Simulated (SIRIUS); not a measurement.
**Moving the Hubbard U on Zr d in ZrB2**

```cif
data_structure
_symmetry_space_group_name_H-M 'P6/mmm'
_symmetry_Int_Tables_number 191
_cell_length_a 3.1700
_cell_length_b 3.1700
_cell_length_c 3.5330
_cell_angle_alpha 90.000
_cell_angle_beta 90.000
_cell_angle_gamma 120.000
_cell_volume 30.75
loop_
_atom_site_label
_atom_site_type_symbol
_atom_site_symmetry_multiplicity
_atom_site_Wyckoff_symbol
_atom_site_fract_x
_atom_site_fract_y
_atom_site_fract_z
_atom_site_occupancy
Zr1 Zr 1 a 0.00000 0.00000 0.00000 1
B1 B 2 d 0.66667 0.33333 0.50000 1
```

Kept alike: task single point; functional PBE; k mesh 10 × 10 × 8; occupations fermi-dirac, width 0.05 eV; no spin polarisation. Program: SIRIUS, PseudoDojo 0.4.1 PBE standard (scalar relativistic), cutoff 1054 eV. The mesh is that of the run's cell of 3 atoms. No spin-orbit coupling.

| Hubbard U on Zr d, U (eV) | pressure (GPa) |
| --- | --- |
| 0 | 0.77 |
| 2 | 2.48 |
| 4 | 4.37 |
| 6 | 6.49 |
| 8 | 8.90 |

Pressure is positive in compression; the values hold the error of the finite cutoff, so their zero can differ a little from the energy's minimum. U acts here on a shell without spin polarisation. How U acts hangs on the program's projectors.

Task: What does the Hubbard U on Zr d change here?

Result: The pressure rises from 0.77 to 8.90 GPa between 0 and 8 eV. U localises the shell and weakens its bonds, so the cell pushes outwards.
